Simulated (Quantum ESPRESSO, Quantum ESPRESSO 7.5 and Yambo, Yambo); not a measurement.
# A GW chain in Yambo: CdSe (Cadmoselite)

How does a plane-wave GW calculation on CdSe (Cadmoselite) run from the first input to the gap?

Main program and level: Quantum ESPRESSO 7.5 and Yambo 5.3.0; PBE and many-body steps on it, plane waves.

The database entry behind the starting cell differs from later determinations by our own check (inner coordinate of an old entry), so it need not match the best structure at ambient conditions.

### 1. Starting point

Symmetry: P6_3mc, No. 186, hexagonal system. The conventional cell has a = 4.300 Å, b = 4.300 Å, c = 7.020 Å, α = 90.00°, β = 90.00°, γ = 120.00°. Nearest to Cd lie 4 Se at 2.61 to 2.70 Å. Se has 4 Cd at 2.61 to 2.70 Å nearest. Farther neighbours and most contacts between anions are not listed.

The cell and positions come from the Crystallography Open Database and are kept as given unless a step says otherwise.

### 2. Ground state

This step: Quantum ESPRESSO 7.5; DFT, PBE, plane waves, norm-conserving pseudopotentials.

The ground-state density comes first.

File pw.in:

```
&control
  calculation = 'scf'
  prefix = 'x'
  outdir = 'o'
  pseudo_dir = 'pseudo'
/
&system
  ibrav = 0
  nat = 4
  ntyp = 2
  ecutwfc = 104.0
  nbnd = 50
  force_symmorphic = .true.
/
&electrons
  conv_thr = 1e-10
  electron_maxstep = 80
  mixing_beta = 0.5
/
ATOMIC_SPECIES
  Cd 112.41 Cd.upf
  Se 78.971 Se.upf
CELL_PARAMETERS angstrom
  4.3000000000 -0.0000000000 0.0000000000
  -2.1500000000 3.7239092363 0.0000000000
  0.0000000000 0.0000000000 7.0200000000
ATOMIC_POSITIONS crystal
  Cd 0.3333333333 0.6666666667 0.0000000000
  Cd 0.6666666667 0.3333333333 0.5000000000
  Se 0.3333333333 0.6666666667 0.3850000000
  Se 0.6666666667 0.3333333333 0.8850000000
K_POINTS automatic
  6 6 4 0 0 0
```

Run with:

```bash
> OMP_NUM_THREADS=1 mpirun -n 8 pw.x -nk 8 -in pw.in > pw.out
```

Log:

```text
Program PWSCF v.7.5 starts

     This program is part of the open-source Quantum ESPRESSO suite
     for quantum simulation of materials; please cite
         "P. Giannozzi et al., J. Phys.:Condens. Matter 21 395502 (2009);
         "P. Giannozzi et al., J. Phys.:Condens. Matter 29 465901 (2017);
         "P. Giannozzi et al., J. Chem. Phys. 152 154105 (2020);
     in publications or presentations arising from this work. More details at
     Message from routine setup:
     using ibrav=0 with symmetry is DISCOURAGED, use correct ibrav instead

     G-vector sticks info

     bravais-lattice index     =            0
     lattice parameter (alat)  =       8.1258  a.u.
     unit-cell volume          =     758.5798 (a.u.)^3
     number of atoms/cell      =            4
     number of atomic types    =            2
     number of electrons       =        88.00
     number of Kohn-Sham states=           50
     kinetic-energy cutoff     =     104.0000  Ry
     charge density cutoff     =     416.0000  Ry
     scf convergence threshold =      1.0E-10
     mixing beta               =       0.5000
     number of iterations used =            8  plain     mixing
     Exchange-correlation= PBE
                           (   1   4   3   4   0   0   0)

     celldm(1)=   8.125822  celldm(2)=   0.000000  celldm(3)=   0.000000
     celldm(4)=   0.000000  celldm(5)=   0.000000  celldm(6)=   0.000000

     crystal axes: (cart. coord. in units of alat)
               a(1) = (   1.000000  -0.000000   0.000000 )
               a(2) = (  -0.500000   0.866025   0.000000 )
               a(3) = (   0.000000   0.000000   1.632558 )

     reciprocal axes: (cart. coord. in units 2 pi/alat)
               b(1) = (  1.000000  0.577350 -0.000000 )
               b(2) = (  0.000000  1.154701 -0.000000 )
               b(3) = ( -0.000000 -0.000000  0.612536 )
     Pseudo is Norm-conserving + core correction, Zval = 20.0
     Generated using ONCVPSP code by D. R. Hamann
     Using radial grid of 1368 points,  6 beta functions with:
     Pseudo is Norm-conserving + core correction, Zval = 24.0
     Generated using ONCVPSP code by D. R. Hamann
     Using radial grid of 1214 points,  6 beta functions with:
     Cd               20.00   112.41000     Cd( 1.00)
     Se               24.00    78.97100     Se( 1.00)

      6 Sym. Ops. (no inversion) found

   Cartesian axes

     site n.     atom                  positions (alat units)
         1        Cd     tau(   1) = (  -0.0000000   0.5773503   0.0000000  )
         2        Cd     tau(   2) = (   0.5000000   0.2886751   0.8162791  )
         3        Se     tau(   3) = (  -0.0000000   0.5773503   0.6285349  )
         4        Se     tau(   4) = (   0.5000000   0.2886751   1.4448140  )

     number of k points=    24
                       cart. coord. in units 2pi/alat
        k(    1) = (   0.0000000   0.0000000   0.0000000), wk =   0.0138889
        k(    2) = (   0.0000000   0.0000000   0.1531339), wk =   0.0277778
        k(    3) = (   0.0000000   0.0000000  -0.3062678), wk =   0.0138889
        k(    4) = (   0.0000000   0.1924501   0.0000000), wk =   0.0833333
        k(    5) = (   0.0000000   0.1924501   0.1531339), wk =   0.0833333
        k(    6) = (   0.0000000   0.1924501  -0.3062678), wk =   0.0833333
        k(    7) = (   0.0000000   0.3849002   0.0000000), wk =   0.0833333
        k(    8) = (   0.0000000   0.3849002   0.1531339), wk =   0.0833333
        k(    9) = (   0.0000000   0.3849002  -0.3062678), wk =   0.0833333
        k(   10) = (   0.0000000  -0.5773503   0.0000000), wk =   0.0416667
     [... 12 further rows ...]
        k(   23) = (   0.0000000  -0.3849002   0.1531339), wk =   0.0833333
        k(   24) = (  -0.1666667  -0.4811252   0.1531339), wk =   0.1666667

     Dense  grid:   108753 G-vectors     FFT dimensions: (  54,  54,  90)

     Initial potential from superposition of free atoms

     starting charge      87.9994, renormalised to      88.0000
     Starting wfcs are   46 randomized atomic wfcs +    4 random wfcs

     per-process dynamical memory:   105.5 Mb

     Self-consistent Calculation

     iteration #  1     ecut=   104.00 Ry     beta= 0.50

     Threshold (ethr) on eigenvalues was too large:
     Diagonalizing with lowered threshold

     total energy              =   -2054.51690016 Ry
     estimated scf accuracy    <       0.17131278 Ry

     iteration #  2     ecut=   104.00 Ry     beta= 0.50

     total energy              =   -2054.55846664 Ry
     estimated scf accuracy    <       0.01664491 Ry

     iteration #  3     ecut=   104.00 Ry     beta= 0.50

     total energy              =   -2054.56097680 Ry
     estimated scf accuracy    <       0.00179138 Ry

     iteration #  4     ecut=   104.00 Ry     beta= 0.50

     total energy              =   -2054.56113529 Ry
     estimated scf accuracy    <       0.00010017 Ry

     iteration #  5     ecut=   104.00 Ry     beta= 0.50

     total energy              =   -2054.56114284 Ry
     estimated scf accuracy    <       0.00001033 Ry

     iteration #  6     ecut=   104.00 Ry     beta= 0.50

     total energy              =   -2054.56114462 Ry
     estimated scf accuracy    <       0.00000053 Ry

     iteration #  7     ecut=   104.00 Ry     beta= 0.50

     total energy              =   -2054.56114471 Ry
     estimated scf accuracy    <       0.00000031 Ry

     iteration #  8     ecut=   104.00 Ry     beta= 0.50

     total energy              =   -2054.56114475 Ry
     estimated scf accuracy    <          7.4E-09 Ry

     iteration #  9     ecut=   104.00 Ry     beta= 0.50

     total energy              =   -2054.56114475 Ry
     estimated scf accuracy    <          4.7E-10 Ry

     iteration # 10     ecut=   104.00 Ry     beta= 0.50

     total energy              =   -2054.56114475 Ry
     estimated scf accuracy    <          3.8E-10 Ry

     iteration # 11     ecut=   104.00 Ry     beta= 0.50

     End of self-consistent calculation

          k = 0.0000 0.0000 0.0000 ( 13573 PWs)   bands (ev):

  -198.9189-198.9189-138.3998-138.3998-138.3997-138.3997-138.3897-138.3897
   -93.5845 -93.5845 -54.6483 -54.6480 -54.6454 -54.6454 -54.6454 -54.6454
   -38.5755 -38.5755 -38.5755 -38.5755 -38.5630 -38.5630 -38.5629 -38.5629
   -38.5620 -38.5619  -4.4996  -4.1327   0.1628   0.1628   0.2184   0.2184
     0.2249   0.5199   0.5199   0.5842   0.5842   0.8650   3.8603   7.3769
     7.3769   8.0811   8.0927   8.0927   8.7964  10.2156  13.9844  13.9844
    14.2396  15.0957

          k = 0.0000 0.0000 0.1531 ( 13603 PWs)   bands (ev):

  -198.9189-198.9189-138.3998-138.3998-138.3997-138.3997-138.3897-138.3897
   -93.5845 -93.5845 -54.6482 -54.6480 -54.6454 -54.6454 -54.6454 -54.6454
   -38.5755 -38.5755 -38.5755 -38.5755 -38.5630 -38.5630 -38.5629 -38.5629
   -38.5620 -38.5619  -4.4456  -4.1856   0.1689   0.1689   0.2082   0.2082
     0.2663   0.5311   0.5311   0.5765   0.5765   0.6861   4.3662   6.9243
     7.4747   7.4747   7.9800   7.9800   9.8218  10.3197  13.7950  14.0665
    14.0665  14.8213

          k = 0.0000 0.0000-0.3063 ( 13604 PWs)   bands (ev):

  -198.9189-198.9189-138.3998-138.3998-138.3998-138.3998-138.3897-138.3897
   -93.5845 -93.5845 -54.6481 -54.6481 -54.6454 -54.6454 -54.6454 -54.6454
   -38.5755 -38.5755 -38.5755 -38.5755 -38.5630 -38.5630 -38.5630 -38.5630
   -38.5620 -38.5620  -4.3150  -4.3150   0.1865   0.1865   0.1865   0.1865
     0.4168   0.4168   0.5555   0.5555   0.5555   0.5555   5.5294   5.5294
     7.7200   7.7200   7.7200   7.7200  10.4329  10.4329  13.9200  13.9201
    14.3598  14.3598

          k = 0.0000 0.1925 0.0000 ( 13569 PWs)   bands (ev):

     [... further k-points ...]

     highest occupied, lowest unoccupied level (ev):     8.0927    8.7964

!    total energy              =   -2054.56114475 Ry
     estimated scf accuracy    <          8.7E-12 Ry

     The total energy is the sum of the following terms:
     one-electron contribution =   -1773.19761912 Ry
     hartree contribution      =     842.21876963 Ry
     xc contribution           =    -212.37205237 Ry
     ewald contribution        =    -911.21024290 Ry

     convergence has been achieved in  11 iterations

     XML data file, charge density, pseudopotentials, collected wavefunctions

=------------------------------------------------------------------------------=
   JOB DONE.
=------------------------------------------------------------------------------=
```

Run time: 34 s. Hardware: 8 MPI ranks of AMD EPYC 7R43, shared host; peak memory 1.5 GiB; 4.4 min of CPU time.

This step gave:

```yaml
total_energy: -27953.7284 eV
gap: 0.7038 eV
k_of_the_valence_top: 0, 0, 0
k_of_the_conduction_bottom: 0, 0, 0
least_direct_gap: 0.7038 eV
```

The gap is direct, at Γ.

### 3. Bands along the symmetry lines

Levels along a band path, at the cheap level, show where the edges lie and whether the meshes to come will hold them.

File pw.in:

```
&control
  calculation = 'bands'
  prefix = 'x'
  outdir = 'o'
  pseudo_dir = 'pseudo'
/
&system
  ibrav = 0
  nat = 4
  ntyp = 2
  ecutwfc = 104.0
  nbnd = 50
  force_symmorphic = .true.
/
&electrons
  conv_thr = 1e-9
  electron_maxstep = 80
  diago_full_acc = .true.
  diago_thr_init = 5e-6
/
ATOMIC_SPECIES
  Cd 112.41 Cd.upf
  Se 78.971 Se.upf
CELL_PARAMETERS angstrom
  4.3000000000 -0.0000000000 0.0000000000
  -2.1500000000 3.7239092363 0.0000000000
  0.0000000000 0.0000000000 7.0200000000
ATOMIC_POSITIONS crystal
  Cd 0.3333333333 0.6666666667 0.0000000000
  Cd 0.6666666667 0.3333333333 0.5000000000
  Se 0.3333333333 0.6666666667 0.3850000000
  Se 0.6666666667 0.3333333333 0.8850000000
K_POINTS crystal
  75
  0.00000000 0.00000000 0.00000000 1
  0.06250000 0.00000000 0.00000000 1
  0.12500000 0.00000000 0.00000000 1
  0.18750000 0.00000000 0.00000000 1
  0.25000000 0.00000000 0.00000000 1
  0.31250000 0.00000000 0.00000000 1
  0.37500000 0.00000000 0.00000000 1
  0.43750000 0.00000000 0.00000000 1
  0.50000000 0.00000000 0.00000000 1
  0.47916667 0.04166667 0.00000000 1
  0.45833333 0.08333333 0.00000000 1
  0.43750000 0.12500000 0.00000000 1
  0.41666666 0.16666666 0.00000000 1
  0.39583333 0.20833333 0.00000000 1
  0.37500000 0.25000000 0.00000000 1
  0.35416666 0.29166666 0.00000000 1
  0.33333333 0.33333333 0.00000000 1
  0.29166666 0.29166666 0.00000000 1
  0.25000000 0.25000000 0.00000000 1
  0.20833333 0.20833333 0.00000000 1
  0.16666666 0.16666666 0.00000000 1
  0.12500000 0.12500000 0.00000000 1
  0.08333333 0.08333333 0.00000000 1
  0.04166667 0.04166667 0.00000000 1
  0.00000000 0.00000000 0.00000000 1
  0.00000000 0.00000000 0.06250000 1
  0.00000000 0.00000000 0.12500000 1
  0.00000000 0.00000000 0.18750000 1
  0.00000000 0.00000000 0.25000000 1
  0.00000000 0.00000000 0.31250000 1
  0.00000000 0.00000000 0.37500000 1
  0.00000000 0.00000000 0.43750000 1
  0.00000000 0.00000000 0.50000000 1
  0.06250000 0.00000000 0.50000000 1
  0.12500000 0.00000000 0.50000000 1
  0.18750000 0.00000000 0.50000000 1
  0.25000000 0.00000000 0.50000000 1
  0.31250000 0.00000000 0.50000000 1
  0.37500000 0.00000000 0.50000000 1
  0.43750000 0.00000000 0.50000000 1
  0.50000000 0.00000000 0.50000000 1
  0.47916667 0.04166667 0.50000000 1
  0.45833333 0.08333333 0.50000000 1
  0.43750000 0.12500000 0.50000000 1
  0.41666666 0.16666666 0.50000000 1
  0.39583333 0.20833333 0.50000000 1
  0.37500000 0.25000000 0.50000000 1
  0.35416666 0.29166666 0.50000000 1
  0.33333333 0.33333333 0.50000000 1
  0.29166666 0.29166666 0.50000000 1
  0.25000000 0.25000000 0.50000000 1
  0.20833333 0.20833333 0.50000000 1
  0.16666666 0.16666666 0.50000000 1
  0.12500000 0.12500000 0.50000000 1
  0.08333333 0.08333333 0.50000000 1
  0.04166667 0.04166667 0.50000000 1
  0.00000000 0.00000000 0.50000000 1
  0.50000000 0.00000000 0.50000000 1
  0.50000000 0.00000000 0.43750000 1
  0.50000000 0.00000000 0.37500000 1
  0.50000000 0.00000000 0.31250000 1
  0.50000000 0.00000000 0.25000000 1
  0.50000000 0.00000000 0.18750000 1
  0.50000000 0.00000000 0.12500000 1
  0.50000000 0.00000000 0.06250000 1
  0.50000000 0.00000000 0.00000000 1
  0.33333333 0.33333333 0.50000000 1
  0.33333333 0.33333333 0.43750000 1
  0.33333333 0.33333333 0.37500000 1
  0.33333333 0.33333333 0.31250000 1
  0.33333333 0.33333333 0.25000000 1
  0.33333333 0.33333333 0.18750000 1
  0.33333333 0.33333333 0.12500000 1
  0.33333333 0.33333333 0.06250000 1
  0.33333333 0.33333333 0.00000000 1
```

Log:

```text
[banner, memory and clock lines left out]
Program PWSCF v.7.5 starts

     Atomic positions and unit cell read from directory:
     o/x.save/

     Message from routine setup:
     using ibrav=0 with symmetry is DISCOURAGED, use correct ibrav instead

     G-vector sticks info

     bravais-lattice index     =            0
     lattice parameter (alat)  =       8.1258  a.u.
     unit-cell volume          =     758.5798 (a.u.)^3
     number of atoms/cell      =            4
     number of atomic types    =            2
     number of electrons       =        88.00
     number of Kohn-Sham states=           50
     kinetic-energy cutoff     =     104.0000  Ry
     charge density cutoff     =     416.0000  Ry
     Exchange-correlation= PBE
                           (   1   4   3   4   0   0   0)

     celldm(1)=   8.125822  celldm(2)=   0.000000  celldm(3)=   0.000000
     celldm(4)=   0.000000  celldm(5)=   0.000000  celldm(6)=   0.000000

     crystal axes: (cart. coord. in units of alat)
               a(1) = (   1.000000  -0.000000   0.000000 )
               a(2) = (  -0.500000   0.866025   0.000000 )
               a(3) = (   0.000000   0.000000   1.632558 )

     reciprocal axes: (cart. coord. in units 2 pi/alat)
               b(1) = (  1.000000  0.577350 -0.000000 )
               b(2) = (  0.000000  1.154701 -0.000000 )
               b(3) = ( -0.000000 -0.000000  0.612536 )
     Pseudo is Norm-conserving + core correction, Zval = 20.0
     Generated using ONCVPSP code by D. R. Hamann
     Using radial grid of 1368 points,  6 beta functions with:
     Pseudo is Norm-conserving + core correction, Zval = 24.0
     Generated using ONCVPSP code by D. R. Hamann
     Using radial grid of 1214 points,  6 beta functions with:
     Cd               20.00   112.41000     Cd( 1.00)
     Se               24.00    78.97100     Se( 1.00)

      6 Sym. Ops. (no inversion) found

   Cartesian axes

     site n.     atom                  positions (alat units)
         1        Cd     tau(   1) = (  -0.0000000   0.5773503   0.0000000  )
         2        Cd     tau(   2) = (   0.5000000   0.2886751   0.8162791  )
         3        Se     tau(   3) = (  -0.0000000   0.5773503   0.6285349  )
         4        Se     tau(   4) = (   0.5000000   0.2886751   1.4448140  )

     number of k points=    75
                       cart. coord. in units 2pi/alat
        k(    1) = (   0.0000000   0.0000000   0.0000000), wk =   0.0266667
        k(    2) = (   0.0625000   0.0360844   0.0000000), wk =   0.0266667
        k(    3) = (   0.1250000   0.0721688   0.0000000), wk =   0.0266667
[...]
[... 63 further rows ...]
        k(   74) = (   0.3333333   0.5773503   0.0382835), wk =   0.0266667
        k(   75) = (   0.3333333   0.5773503   0.0000000), wk =   0.0266667

     Dense  grid:   108753 G-vectors     FFT dimensions: (  54,  54,  90)

     The potential is recalculated from file :
     o/x.save/charge-density

     Starting wfcs are   46 randomized atomic wfcs +    4 random wfcs

     Band Structure Calculation

     End of band structure calculation

          k = 0.0000 0.0000 0.0000 ( 13573 PWs)   bands (ev):

  -198.9189-198.9189-138.3998-138.3998-138.3998-138.3998-138.3898-138.3898
   -93.5845 -93.5845 -54.6483 -54.6480 -54.6454 -54.6454 -54.6454 -54.6454
   -38.5755 -38.5755 -38.5755 -38.5755 -38.5630 -38.5630 -38.5629 -38.5629
   -38.5620 -38.5619  -4.4996  -4.1327   0.1628   0.1628   0.2184   0.2184
[...]
14.2396  15.0957

          k = 0.0625 0.0361 0.0000 ( 13585 PWs)   bands (ev):

  -198.9189-198.9189-138.3998-138.3998-138.3998-138.3998-138.3898-138.3898
[...]
14.3064  14.9957

          k = 0.1250 0.0722 0.0000 ( 13563 PWs)   bands (ev):

  -198.9189-198.9189-138.3998-138.3998-138.3998-138.3998-138.3898-138.3898
[...]
14.3939  14.8512

[...]
k = 0.3333 0.5774 0.0383 ( 13617 PWs)   bands (ev):

  -198.9189-198.9189-138.3998-138.3998-138.3998-138.3998-138.3898-138.3898
[...]
15.0302  15.1744

          k = 0.3333 0.5774 0.0000 ( 13611 PWs)   bands (ev):

  -198.9189-198.9189-138.3998-138.3998-138.3998-138.3998-138.3898-138.3898
[...]
0.5118   0.5118   0.5145   0.5684   0.9672   0.9672   4.2513   4.2513
     5.0318   6.3061   6.3061   6.3135  12.4928  12.8946  12.8946  15.1526
    15.1526  15.1865

     XML data file, pseudopotentials, collected wavefunctions
```

Run time: 20 s. Hardware: 8 MPI ranks; peak memory 1.2 GiB; 2.7 min of CPU time.

This step gave:

```yaml
gap: 0.7038 eV
k_of_the_valence_top: 0, 0, 0
k_of_the_conduction_bottom: 0, 0, 0
least_direct_gap: 0.7038 eV
```

The gap is 0.704 eV, as in the run before at this level.

Electronic bands along the path, in eV, zero at the top of the highest filled band:

```tsv
point	band 41	band 42	band 43	band 44	band 45	band 46	band 47	band 48
Γ	-0.72	-0.01	0.00	0.00	0.70	2.12	5.89	5.89
halfway	-2.17	-1.34	-0.44	-0.43	2.62	3.45	5.21	5.90
M	-2.56	-1.85	-1.24	-0.83	3.23	3.32	4.81	6.16
halfway	-2.65	-2.14	-1.40	-1.32	3.94	4.26	4.68	6.14
K	-3.06	-1.79	-1.79	-1.78	4.40	4.80	4.80	7.06
halfway	-2.48	-1.69	-0.76	-0.56	3.06	4.08	5.16	5.53
Γ	-0.72	-0.01	0.00	0.00	0.70	2.12	5.89	5.89
halfway	-0.62	-0.62	-0.11	-0.11	1.73	2.23	5.70	5.97
A	-0.37	-0.37	-0.37	-0.37	2.34	2.34	5.83	5.83
halfway	-1.34	-1.34	-0.91	-0.91	3.40	3.40	4.98	4.98
L	-1.38	-1.38	-1.29	-1.29	3.00	3.00	4.79	4.79
halfway	-2.02	-2.02	-1.12	-1.12	3.51	3.51	5.25	5.25
H	-2.48	-2.48	-1.05	-1.05	3.80	3.80	5.93	5.93
halfway	-1.37	-1.37	-1.21	-1.21	3.77	3.77	4.97	4.97
A	-0.37	-0.37	-0.37	-0.37	2.34	2.34	5.83	5.83
jump to L	-1.38	-1.38	-1.29	-1.29	3.00	3.00	4.79	4.79
halfway	-2.09	-1.72	-1.06	-1.00	2.84	3.37	5.15	5.20
M	-2.56	-1.85	-1.24	-0.83	3.23	3.32	4.81	6.16
jump to H	-2.48	-2.48	-1.05	-1.05	3.80	3.80	5.93	5.93
halfway	-2.90	-2.00	-1.42	-1.42	4.33	4.33	4.85	6.40
K	-3.06	-1.79	-1.79	-1.78	4.40	4.80	4.80	7.06
```

[end of part 1 of 3]

[Paths, hosts, dates, memory and timing lines, banners, echoed tables and standing remarks are left out of the program output.]

[Logs are printed without paths, hosts, clocks, repeated set-up lines and the standing remarks that a program may print on its own settings, such as how far it seeks lower states.]

[Runs of the session that timed out or met a known fault of the program may be left out.]

[Hosts, paths, dates, database ids (printed as entryN), source tags and the programs' standing remarks are cut or masked in the printed files.]
